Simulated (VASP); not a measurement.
# In2O3 (Ia-3) in VASP: notebook, part 3 of 3

VASP 6.6.1. Earlier steps stand in the parts before.

## 5. Relaxation of cell and atoms, PBEsol, target pressure 20 GPa, at which the enthalpy is minimised

This run uses another cell than the first one, of 12.44 Å³/atom, 0.961 times its volume.

File INCAR:

```
  PREC = Accurate
  ENCUT = 600
  EDIFF = 1E-6
  ISMEAR = -1
  SIGMA = 0.05
  LREAL = False
  LASPH = True
  NELM = 60
  ALGO = Normal
  ISIF = 3
  LWAVE = False
  LCHARG = False
  GGA = PS
  IBRION = 2
  NSW = 40
  EDIFFG = -0.01
  PSTRESS = 200
```

File KPOINTS:

```
regular mesh
0
Gamma
  2 2 2
```

File POSCAR:

```
In2O3                                   
1.0
   -4.9920825864      4.9920825864      4.9920825864
    4.9920825864     -4.9920825864      4.9920825864
    4.9920825864      4.9920825864     -4.9920825864
  In              O             
    16    24
Direct
     0.5000000000000000    0.5000000000000000    0.5000000000000000
     0.5000000000000000    0.0000000000000000    0.0000000000000000
     0.0000000000000000    0.5000000000000000    0.0000000000000000
     0.0000000000000000    0.0000000000000000    0.5000000000000000
     0.2500000000000000    0.7157774208703767    0.4657774208703767
     0.7500000000000000    0.7842225791296233    0.0342225791296233
     0.4657774208703767    0.2500000000000000    0.7157774208703767
     0.0342225791296233    0.7500000000000000    0.7842225791296233
     0.7157774208703767    0.4657774208703767    0.2500000000000000
     0.7842225791296233    0.0342225791296233    0.7500000000000000
     0.7500000000000000    0.2842225791296233    0.5342225791296233
     0.2500000000000000    0.2157774208703767    0.9657774208703767
     0.5342225791296233    0.7500000000000000    0.2842225791296233
     0.9657774208703767    0.2500000000000000    0.2157774208703767
     0.2842225791296233    0.5342225791296233    0.7500000000000000
     0.2157774208703767    0.9657774208703767    0.2500000000000000
     0.5362178018777313    0.7726576110386564    0.5464551039098756
     0.7262025071287663    0.9897626979678485    0.9535448960901244
     0.9637821981222687    0.5102373020321515    0.2364398091609178
     0.7737974928712337    0.7273423889613436    0.2635601908390823
     0.5464551039098756    0.5362178018777313    0.7726576110386564
     0.9535448960901244    0.7262025071287663    0.9897626979678485
     0.2364398091609178    0.9637821981222687    0.5102373020321515
     0.2635601908390823    0.7737974928712337    0.7273423889613436
     0.7726576110386564    0.5464551039098756    0.5362178018777313
     0.9897626979678485    0.9535448960901244    0.7262025071287663
     0.5102373020321515    0.2364398091609178    0.9637821981222687
     0.7273423889613436    0.2635601908390823    0.7737974928712337
     0.4637821981222686    0.2273423889613437    0.4535448960901243
     0.2737974928712336    0.0102373020321514    0.0464551039098757
     0.0362178018777314    0.4897626979678486    0.7635601908390822
     0.2262025071287663    0.2726576110386562    0.7364398091609178
     0.4535448960901243    0.4637821981222686    0.2273423889613437
     0.0464551039098757    0.2737974928712336    0.0102373020321514
     0.7635601908390822    0.0362178018777314    0.4897626979678486
     0.7364398091609178    0.2262025071287663    0.2726576110386562
     0.2273423889613437    0.4535448960901243    0.4637821981222686
     0.0102373020321514    0.0464551039098757    0.2737974928712336
     0.4897626979678486    0.7635601908390822    0.0362178018777314
     0.2726576110386562    0.7364398091609178    0.2262025071287663
```

Launch:

```console
$ cat potpaw_PBE.64/In_d/POTCAR potpaw_PBE.64/O/POTCAR > POTCAR
$ mpirun -np 8 vasp_std > vasp.out
```

It took 23 min on 8 MPI ranks of Intel Xeon Platinum 8488C (Sapphire Rapids), shared host; peak memory 0.27 GiB.

Results (log left out):

```
Free energy                                            : -235.6839 eV
Relaxed volume                                         : 11.90 Å³/atom
Relaxed cell                                           : a = 8.520 Å, b = 8.520 Å, c = 8.520 Å, α = 109.47°, β = 109.47°, γ = 109.47°
Space group after relaxing (to 0.05 Å)                 : Ia-3 (No. 206)
Energy change on relaxing (the enthalpy is what falls) : +49.9 meV/atom
Ionic steps                                            : 13
Pressure after relaxing                                : 20.0 GPa
Largest force after relaxing                           : 0.004 eV/Å
Band gap on the k mesh                                 : 1.57 eV, direct
```

Forces on the atoms (eV/Å):
```
In   0.000  0.000  0.000
In   0.000  0.000  0.000
In   0.000  0.000  0.000
In   0.000  0.000  0.000
In  -0.003  0.000  0.000
In   0.003  0.000  0.000
In   0.000 -0.003  0.000
In   0.000  0.003  0.000
In   0.000  0.000 -0.003
In   0.000  0.000  0.003
In   0.003  0.000  0.000
In  -0.003  0.000  0.000
In   0.000  0.003  0.000
In   0.000 -0.003  0.000
In   0.000  0.000  0.003
In   0.000  0.000 -0.003
O    0.001 -0.002 -0.004
O   -0.001  0.002 -0.004
O    0.001  0.002  0.004
O   -0.001 -0.002  0.004
O   -0.004  0.001 -0.002
O   -0.004 -0.001  0.002
O    0.004  0.001  0.002
O    0.004 -0.001 -0.002
O   -0.002 -0.004  0.001
O    0.002 -0.004 -0.001
O    0.002  0.004  0.001
O   -0.002  0.004 -0.001
O   -0.001  0.002  0.004
O    0.001 -0.002  0.004
O   -0.001 -0.002 -0.004
O    0.001  0.002 -0.004
O    0.004 -0.001  0.002
O    0.004  0.001 -0.002
O   -0.004 -0.001 -0.002
O   -0.004  0.001  0.002
O    0.002  0.004 -0.001
O   -0.002  0.004  0.001
O   -0.002 -0.004 -0.001
O    0.002 -0.004  0.001
```

The path:
| step | energy change (eV) | largest force (eV/Å) | pressure (GPa) | volume (Å³) |
| --- | --- | --- | --- | --- |
| 1 | 0.0000 | 0.0080 | 10.03 | 497.63 |
| 2 | 8.0596 | 0.3983 | 41.09 | 443.95 |
| 3 | 1.8770 | 0.1300 | 19.76 | 477.21 |
| 4 | 1.9270 | 0.1327 | 19.97 | 476.81 |
| 5 | 1.9785 | 0.1356 | 20.19 | 476.40 |
| 6 | 2.0046 | 0.0679 | 20.21 | 476.09 |
| 7 | 2.0230 | 0.0976 | 20.23 | 475.93 |
| 8 | 1.8972 | 0.0161 | 19.63 | 476.90 |
| 9 | 1.9109 | 0.0199 | 19.69 | 476.78 |
| 10 | 2.0609 | 0.0327 | 20.31 | 475.58 |
| 11 | 1.9836 | 0.0151 | 19.99 | 476.20 |
| 12 | 1.9865 | 0.0154 | 19.99 | 476.17 |
| 13 | 1.9969 | 0.0044 | 20.04 | 476.09 |

Final structure:
```xyz
40
Lattice="-4.9190 4.9190 4.9190 4.9190 -4.9190 4.9190 4.9190 4.9190 -4.9190" Properties=species:S:1:pos:R:3 pbc="T T T"
In    2.4595    2.4595    2.4595
In   -2.4595    2.4595    2.4595
In    2.4595   -2.4595    2.4595
In    2.4595    2.4595   -2.4595
In    4.5790    0.0000    2.4595
In    0.3400    0.0000    7.3785
In    2.4595    4.5790    0.0000
In    7.3785    0.3400    0.0000
In    0.0000    2.4595    4.5790
In    0.0000    7.3785    0.3400
In    0.3400    4.9190    2.4595
In    4.5790    4.9190   -2.4595
In    2.4595    0.3400    4.9190
In   -2.4595    4.5790    4.9190
In    4.9190    2.4595    0.3400
In    4.9190   -2.4595    4.5790
O     3.8619    1.5291    3.7442
O     5.9760    3.3899    3.7442
O    -1.0570    3.3899    6.0937
O     1.0570    1.5291    6.0937
O     3.7442    3.8619    1.5291
O     3.7442    5.9760    3.3899
O     6.0937   -1.0570    3.3899
O     6.0937    1.0570    1.5291
O     1.5291    3.7442    3.8619
O     3.3899    3.7442    5.9760
O     3.3899    6.0937   -1.0570
O     1.5291    6.0937    1.0570
O     1.0570    3.3899    1.1748
O    -1.0570    1.5291    1.1748
O     5.9760    1.5291   -1.1748
O     3.8619    3.3899   -1.1748
O     1.1748    1.0570    3.3899
O     1.1748   -1.0570    1.5291
O    -1.1748    5.9760    1.5291
O    -1.1748    3.8619    3.3899
O     3.3899    1.1748    1.0570
O     1.5291    1.1748   -1.0570
O     1.5291   -1.1748    5.9760
O     3.3899   -1.1748    3.8619
```

Levels at points of the mesh, in eV from the valence-band top:
```tsv
k point	band 172	band 173	band 174	band 175	band 176	band 177	band 178	band 179	band 180	band 181
(0.00, 0.00, 0.00)	-0.29	-0.28	0.00	0.00	0.00	1.57	6.01	6.02	6.02	6.02
(0.50, 0.00, 0.00)	-0.25	-0.18	-0.18	-0.06	-0.06	3.66	3.66	5.49	5.49	5.59
(0.50, 0.50, 0.50)	-0.28	-0.28	-0.22	-0.22	-0.19	4.55	4.55	4.55	4.65	4.65
```

Caveat: the k mesh is coarse (spacing up to 0.44 Å⁻¹), so the values aren't converged; the cell is relaxed towards a set pressure, so the enthalpy falls and the energy may rise; the PAW data sets were made with another functional, which shifts forces and pressure a little; spin-orbit coupling is left out, which moves the levels of the heavy elements. A hybrid or GW would open this gap; PBEsol tends to underestimate it.

## 6. Relaxation of cell and atoms, PBEsol, target pressure 30 GPa, at which the enthalpy is minimised

This run uses another cell than the first one, of 11.90 Å³/atom, 0.920 times its volume.

INCAR, as its differences from that of step 5:

```diff
@@ -16,2 +16,2 @@
   EDIFFG = -0.01
-  PSTRESS = 200
+  PSTRESS = 300
```

KPOINTS is that of step 5.

File POSCAR:

```
In2O3                                   
1.0
   -4.9189864499      4.9189864499      4.9189864499
    4.9189864499     -4.9189864499      4.9189864499
    4.9189864499      4.9189864499     -4.9189864499
  In              O             
    16    24
Direct
     0.5000000000000000    0.5000000000000000    0.5000000000000000
     0.5000000000000000    0.0000000000000000    0.0000000000000000
     0.0000000000000000    0.5000000000000000    0.0000000000000000
     0.0000000000000000    0.0000000000000000    0.5000000000000000
     0.2500000000000000    0.7154401153246360    0.4654401153246359
     0.7500000000000000    0.7845598846753640    0.0345598846753640
     0.4654401153246359    0.2500000000000000    0.7154401153246360
     0.0345598846753640    0.7500000000000000    0.7845598846753640
     0.7154401153246360    0.4654401153246359    0.2500000000000000
     0.7845598846753640    0.0345598846753640    0.7500000000000000
     0.7500000000000000    0.2845598846753641    0.5345598846753640
     0.2500000000000000    0.2154401153246360    0.9654401153246360
     0.5345598846753640    0.7500000000000000    0.2845598846753641
     0.9654401153246360    0.2500000000000000    0.2154401153246360
     0.2845598846753641    0.5345598846753640    0.7500000000000000
     0.2154401153246360    0.9654401153246360    0.2500000000000000
     0.5360132449642292    0.7731442230700509    0.5479779867601633
     0.7251662363098804    0.9880352582040588    0.9520220132398367
     0.9639867550357708    0.5119647417959412    0.2371309781058215
     0.7748337636901196    0.7268557769299491    0.2628690218941784
     0.5479779867601633    0.5360132449642292    0.7731442230700509
     0.9520220132398367    0.7251662363098804    0.9880352582040588
     0.2371309781058215    0.9639867550357708    0.5119647417959412
     0.2628690218941784    0.7748337636901196    0.7268557769299491
     0.7731442230700509    0.5479779867601633    0.5360132449642292
     0.9880352582040588    0.9520220132398367    0.7251662363098804
     0.5119647417959412    0.2371309781058215    0.9639867550357708
     0.7268557769299491    0.2628690218941784    0.7748337636901196
     0.4639867550357707    0.2268557769299491    0.4520220132398366
     0.2748337636901196    0.0119647417959411    0.0479779867601634
     0.0360132449642293    0.4880352582040590    0.7628690218941785
     0.2251662363098804    0.2731442230700509    0.7371309781058215
     0.4520220132398366    0.4639867550357707    0.2268557769299491
     0.0479779867601634    0.2748337636901196    0.0119647417959411
     0.7628690218941785    0.0360132449642293    0.4880352582040590
     0.7371309781058215    0.2251662363098804    0.2731442230700509
     0.2268557769299491    0.4520220132398366    0.4639867550357707
     0.0119647417959411    0.0479779867601634    0.2748337636901196
     0.4880352582040590    0.7628690218941785    0.0360132449642293
     0.2731442230700509    0.7371309781058215    0.2251662363098804
```

Potentials or basis: VASP PAW PBE potentials, release 64 (In_d, O).

Launch:

```console
$ cat potpaw_PBE.64/In_d/POTCAR potpaw_PBE.64/O/POTCAR > POTCAR
$ mpirun -np 8 vasp_std > vasp.out
```

It took 18 min on 8 MPI ranks of Intel Xeon Platinum 8488C (Sapphire Rapids), shared host; peak memory 0.27 GiB.

Results (log left out):

```
Free energy                                            : -232.9190 eV
Relaxed volume                                         : 11.47 Å³/atom
Relaxed cell                                           : a = 8.414 Å, b = 8.414 Å, c = 8.414 Å, α = 109.47°, β = 109.47°, γ = 109.47°
Space group after relaxing (to 0.05 Å)                 : Ia-3 (No. 206)
Energy change on relaxing (the enthalpy is what falls) : +67.9 meV/atom
Ionic steps                                            : 13
Pressure after relaxing                                : 30.0 GPa
Largest force after relaxing                           : 0.009 eV/Å
Band gap on the k mesh                                 : 1.78 eV, direct
```

Forces in eV/Å, atoms in the order of the input:
```
In   0.000  0.000  0.000
In   0.000  0.000  0.000
In   0.000  0.000  0.000
In   0.000  0.000  0.000
In  -0.009  0.000  0.000
In   0.009  0.000  0.000
In   0.000 -0.009  0.000
In   0.000  0.009  0.000
In   0.000  0.000 -0.009
In   0.000  0.000  0.009
In   0.009  0.000  0.000
In  -0.009  0.000  0.000
In   0.000  0.009  0.000
In   0.000 -0.009  0.000
In   0.000  0.000  0.009
In   0.000  0.000 -0.009
O   -0.001  0.003  0.000
O    0.001 -0.003  0.000
O   -0.001 -0.003  0.000
O    0.001  0.003  0.000
O    0.000 -0.001  0.003
O    0.000  0.001 -0.003
O    0.000 -0.001 -0.003
O    0.000  0.001  0.003
O    0.003  0.000 -0.001
O   -0.003  0.000  0.001
O   -0.003  0.000 -0.001
O    0.003  0.000  0.001
O    0.001 -0.003  0.000
O   -0.001  0.003  0.000
O    0.001  0.003  0.000
O   -0.001 -0.003  0.000
O    0.000  0.001 -0.003
O    0.000 -0.001  0.003
O    0.000  0.001  0.003
O    0.000 -0.001 -0.003
O   -0.003  0.000  0.001
O    0.003  0.000 -0.001
O    0.003  0.000  0.001
O   -0.003  0.000 -0.001
```

Step by step:
```csv
step,energy change (eV),largest force (eV/Å),pressure (GPa),volume (Å³)
1,0.0000,0.0045,20.06,476.09
2,11.0024,0.4015,54.91,427.02
3,2.5468,0.1169,29.73,459.61
4,2.6189,0.1198,29.97,459.22
5,2.6815,0.1223,30.19,458.89
6,2.7173,0.0687,30.21,458.64
7,2.7438,0.1086,30.22,458.49
8,2.5799,0.0247,29.57,459.35
9,2.6208,0.0253,29.73,459.12
10,2.8066,0.0294,30.34,458.13
11,2.7018,0.0150,30.00,458.69
12,2.7070,0.0156,30.01,458.66
13,2.7157,0.0091,30.04,458.61
```

Final structure:
```yaml
crystal:
  lattice:
    - [-4.85806, 4.85806, 4.85806]
    - [4.85806, -4.85806, 4.85806]
    - [4.85806, 4.85806, -4.85806]
  atoms:
    - { symbol: In, position: [0.50000, 0.50000, 0.50000] }
    - { symbol: In, position: [0.50000, 0.00000, 0.00000] }
    - { symbol: In, position: [0.00000, 0.50000, 0.00000] }
    - { symbol: In, position: [0.00000, 0.00000, 0.50000] }
    - { symbol: In, position: [0.25000, 0.71488, 0.46488] }
    - { symbol: In, position: [0.75000, 0.78512, 0.03512] }
    - { symbol: In, position: [0.46488, 0.25000, 0.71488] }
    - { symbol: In, position: [0.03512, 0.75000, 0.78512] }
    - { symbol: In, position: [0.71488, 0.46488, 0.25000] }
    - { symbol: In, position: [0.78512, 0.03512, 0.75000] }
    - { symbol: In, position: [0.75000, 0.28512, 0.53512] }
    - { symbol: In, position: [0.25000, 0.21488, 0.96488] }
    - { symbol: In, position: [0.53512, 0.75000, 0.28512] }
    - { symbol: In, position: [0.96488, 0.25000, 0.21488] }
    - { symbol: In, position: [0.28512, 0.53512, 0.75000] }
    - { symbol: In, position: [0.21488, 0.96488, 0.25000] }
    - { symbol: O, position: [0.53604, 0.77364, 0.54944] }
    - { symbol: O, position: [0.72419, 0.98660, 0.95056] }
    - { symbol: O, position: [0.96396, 0.51340, 0.23760] }
    - { symbol: O, position: [0.77581, 0.72636, 0.26240] }
    - { symbol: O, position: [0.54944, 0.53604, 0.77364] }
    - { symbol: O, position: [0.95056, 0.72419, 0.98660] }
    - { symbol: O, position: [0.23760, 0.96396, 0.51340] }
    - { symbol: O, position: [0.26240, 0.77581, 0.72636] }
    - { symbol: O, position: [0.77364, 0.54944, 0.53604] }
    - { symbol: O, position: [0.98660, 0.95056, 0.72419] }
    - { symbol: O, position: [0.51340, 0.23760, 0.96396] }
    - { symbol: O, position: [0.72636, 0.26240, 0.77581] }
    - { symbol: O, position: [0.46396, 0.22636, 0.45056] }
    - { symbol: O, position: [0.27581, 0.01340, 0.04944] }
    - { symbol: O, position: [0.03604, 0.48660, 0.76240] }
    - { symbol: O, position: [0.22419, 0.27364, 0.73760] }
    - { symbol: O, position: [0.45056, 0.46396, 0.22636] }
    - { symbol: O, position: [0.04944, 0.27581, 0.01340] }
    - { symbol: O, position: [0.76240, 0.03604, 0.48660] }
    - { symbol: O, position: [0.73760, 0.22419, 0.27364] }
    - { symbol: O, position: [0.22636, 0.45056, 0.46396] }
    - { symbol: O, position: [0.01340, 0.04944, 0.27581] }
    - { symbol: O, position: [0.48660, 0.76240, 0.03604] }
    - { symbol: O, position: [0.27364, 0.73760, 0.22419] }
```

Levels at points of the mesh, in eV from the valence-band top:
```
           k point  band 174  band 175  band 176  band 177  band 178  band 179
(0.00, 0.00, 0.00)      0.00      0.00      0.00      1.78      6.23      6.26
(0.50, 0.00, 0.00)     -0.19     -0.07     -0.07      3.87      3.87      5.72
(0.50, 0.50, 0.50)     -0.22     -0.22     -0.20      4.75      4.75      4.75
```

Caveat: the k mesh is coarse (spacing up to 0.45 Å⁻¹), so the values aren't converged; the cell is relaxed towards a set pressure, so the enthalpy falls and the energy may rise; the PAW data sets were made with another functional, which shifts forces and pressure a little; spin-orbit coupling is left out, which moves the levels of the heavy elements.

## 7. The runs side by side

```csv
cell,target pressure,gap on the mesh (eV),pressure (GPa),largest force (eV/Å)
relaxed,-,1.02,0.0,0.01
relaxed to 5 GPa,5 GPa,1.18,5.0,0.01
relaxed to 10 GPa,10 GPa,1.32,10.0,0.01
relaxed to 20 GPa,20 GPa,1.57,20.0,-
relaxed to 30 GPa,30 GPa,1.78,30.0,0.01
```

Alike in all rows: task relaxation of cell and atoms; level PBEsol; potentials or basis VASP PAW PBE potentials, release 64 (In_d, O); no spin polarisation; k mesh 2 × 2 × 2; cutoff (eV) 600; smearing fermi-dirac 0.05 eV; the mesh is coarse, so values aren't converged.

Caveats: all runs use coarse meshes; the PAW data sets were made with another functional, which shifts forces and pressure a little; spin-orbit coupling is left out, which moves the levels of the heavy elements; the cell is relaxed towards a set pressure, so the enthalpy falls and the energy may rise (some runs).

Absolute energies hang on the potentials; compare differences alone.
